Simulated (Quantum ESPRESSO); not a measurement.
Input of a Quantum ESPRESSO 7.5 run:

File pw.in:

```
&CONTROL
  calculation = 'scf'
  prefix = 'pwscf'
  outdir = './tmp'
  pseudo_dir = './pseudo'
  tprnfor = .true.
  tstress = .true.
  disk_io = 'low'
/
&SYSTEM
  ibrav = 0
  celldm(1) = 8
  nat = 4
  ntyp = 2
  ecutwfc = 88
  nbnd = 24
  input_dft = 'r2scan'
  occupations = 'smearing'
  smearing = 'fd'
  degauss = 0.00367493
  nosym = .true.
/
&ELECTRONS
  conv_thr = 1d-08
  electron_maxstep = 120
  mixing_beta = 0.5
/
ATOMIC_SPECIES
Mg    24.3050 Mg_ONCV_PBE-1.2.upf
O     15.9990 O_ONCV_PBE-1.2.upf
CELL_PARAMETERS alat
  0.7813514353858   0.0000000000000   0.0000000000000
 -0.3906757177047   0.6766701923236   0.0000000000000
  0.0000000000000   0.0000000000000   1.1770352084647
ATOMIC_POSITIONS crystal
Mg     0.6666666667    0.3333333333    0.5021597400
Mg     0.3333333333    0.6666666667    0.0021597400
O      0.6666666667    0.3333333333    0.9024402600
O      0.3333333333    0.6666666667    0.4024402600
K_POINTS automatic
7 7 4 0 0 0
```

File bands.in:

```
&CONTROL
  calculation = 'bands'
  prefix = 'pwscf'
  outdir = './tmp'
  pseudo_dir = './pseudo'
  disk_io = 'low'
  verbosity = 'high'
/
&SYSTEM
  ibrav = 0
  celldm(1) = 8
  nat = 4
  ntyp = 2
  ecutwfc = 88
  nbnd = 24
  input_dft = 'r2scan'
  occupations = 'smearing'
  smearing = 'fd'
  degauss = 0.00367493
  nosym = .true.
/
&ELECTRONS
  conv_thr = 1d-08
  electron_maxstep = 120
  mixing_beta = 0.5
  diago_full_acc = .true.
  startingwfc = 'random'
/
ATOMIC_SPECIES
Mg    24.3050 Mg_ONCV_PBE-1.2.upf
O     15.9990 O_ONCV_PBE-1.2.upf
CELL_PARAMETERS alat
  0.7813514353858   0.0000000000000   0.0000000000000
 -0.3906757177047   0.6766701923236   0.0000000000000
  0.0000000000000   0.0000000000000   1.1770352084647
ATOMIC_POSITIONS crystal
Mg     0.6666666667    0.3333333333    0.5021597400
Mg     0.3333333333    0.6666666667    0.0021597400
O      0.6666666667    0.3333333333    0.9024402600
O      0.3333333333    0.6666666667    0.4024402600
K_POINTS crystal
60
 0.0000000000  0.0000000000  0.0000000000 1
 0.0714285714  0.0000000000  0.0000000000 1
 0.1428571429  0.0000000000  0.0000000000 1
 0.2142857143  0.0000000000  0.0000000000 1
 0.2857142857  0.0000000000  0.0000000000 1
 0.3571428571  0.0000000000  0.0000000000 1
 0.4285714286  0.0000000000  0.0000000000 1
 0.5000000000  0.0000000000  0.0000000000 1
 0.4583333333  0.0833333333  0.0000000000 1
 0.4166666667  0.1666666667  0.0000000000 1
 0.3750000000  0.2500000000  0.0000000000 1
 0.3333333333  0.3333333333  0.0000000000 1
 0.2962962963  0.2962962963  0.0000000000 1
 0.2592592593  0.2592592593  0.0000000000 1
 0.2222222222  0.2222222222  0.0000000000 1
 0.1851851852  0.1851851852  0.0000000000 1
 0.1481481481  0.1481481481  0.0000000000 1
 0.1111111111  0.1111111111  0.0000000000 1
 0.0740740741  0.0740740741  0.0000000000 1
 0.0370370370  0.0370370370  0.0000000000 1
 0.0000000000  0.0000000000  0.0000000000 1
 0.0000000000  0.0000000000  0.1250000000 1
 0.0000000000  0.0000000000  0.2500000000 1
 0.0000000000  0.0000000000  0.3750000000 1
 0.0000000000  0.0000000000  0.5000000000 1
 0.0625000000  0.0000000000  0.5000000000 1
 0.1250000000  0.0000000000  0.5000000000 1
 0.1875000000  0.0000000000  0.5000000000 1
 0.2500000000  0.0000000000  0.5000000000 1
 0.3125000000  0.0000000000  0.5000000000 1
 0.3750000000  0.0000000000  0.5000000000 1
 0.4375000000  0.0000000000  0.5000000000 1
 0.5000000000  0.0000000000  0.5000000000 1
 0.4666666667  0.0666666667  0.5000000000 1
 0.4333333333  0.1333333333  0.5000000000 1
 0.4000000000  0.2000000000  0.5000000000 1
 0.3666666667  0.2666666667  0.5000000000 1
 0.3333333333  0.3333333333  0.5000000000 1
 0.3030303030  0.3030303030  0.5000000000 1
 0.2727272727  0.2727272727  0.5000000000 1
 0.2424242424  0.2424242424  0.5000000000 1
 0.2121212121  0.2121212121  0.5000000000 1
 0.1818181818  0.1818181818  0.5000000000 1
 0.1515151515  0.1515151515  0.5000000000 1
 0.1212121212  0.1212121212  0.5000000000 1
 0.0909090909  0.0909090909  0.5000000000 1
 0.0606060606  0.0606060606  0.5000000000 1
 0.0303030303  0.0303030303  0.5000000000 1
 0.0000000000  0.0000000000  0.5000000000 1
 0.5000000000  0.0000000000  0.5000000000 1
 0.5000000000  0.0000000000  0.4000000000 1
 0.5000000000  0.0000000000  0.3000000000 1
 0.5000000000  0.0000000000  0.2000000000 1
 0.5000000000  0.0000000000  0.1000000000 1
 0.5000000000  0.0000000000  0.0000000000 1
 0.3333333333  0.3333333333  0.0000000000 1
 0.3333333333  0.3333333333  0.1250000000 1
 0.3333333333  0.3333333333  0.2500000000 1
 0.3333333333  0.3333333333  0.3750000000 1
 0.3333333333  0.3333333333  0.5000000000 1
```

Potentials or basis: SG15 PBE 1.2.

Command:

```console
$ OMP_NUM_THREADS=1 mpirun -n 2 pw.x -nk 2 -in pw.in > pw.out
$ OMP_NUM_THREADS=1 mpirun -n 2 pw.x -nk 2 -in bands.in > bands.out
```

Task: Predict the pressure.

Result: 0.5 GPa.

Task: Predict the band gap along the path.

Result: 4.07 eV, direct.

Task: Predict the band gap on the k mesh.

Result: 4.07 eV, direct.

Levels at the corners of the path, in eV from the valence-band top:
| point | band 14 | band 15 | band 16 | band 17 | band 18 | band 19 |
| --- | --- | --- | --- | --- | --- | --- |
| Γ | -0.46 | -0.46 | 0.00 | 4.07 | 9.42 | 11.22 |
| M | -1.31 | -0.82 | -0.51 | 8.49 | 8.88 | 10.05 |
| K | -1.30 | -1.21 | -1.20 | 9.00 | 9.10 | 11.11 |
| Γ | -0.46 | -0.46 | 0.00 | 4.07 | 9.42 | 11.22 |
| A | -0.63 | -0.63 | -0.63 | 6.65 | 6.65 | 14.34 |
| L | -0.93 | -0.72 | -0.72 | 8.12 | 8.12 | 11.79 |
| H | -2.10 | -0.38 | -0.38 | 9.20 | 9.20 | 10.87 |
| A | -0.63 | -0.63 | -0.63 | 6.65 | 6.65 | 14.34 |
| L | -0.93 | -0.72 | -0.72 | 8.12 | 8.12 | 11.79 |
| M | -1.31 | -0.82 | -0.51 | 8.49 | 8.88 | 10.05 |
| K | -1.30 | -1.21 | -1.20 | 9.00 | 9.10 | 11.11 |
| H | -2.10 | -0.38 | -0.38 | 9.20 | 9.20 | 10.87 |

Caveat: the potentials were made for another functional, which shifts forces and pressure. r2SCAN opens gaps a little over a GGA but as a rule still falls short of measured ones.
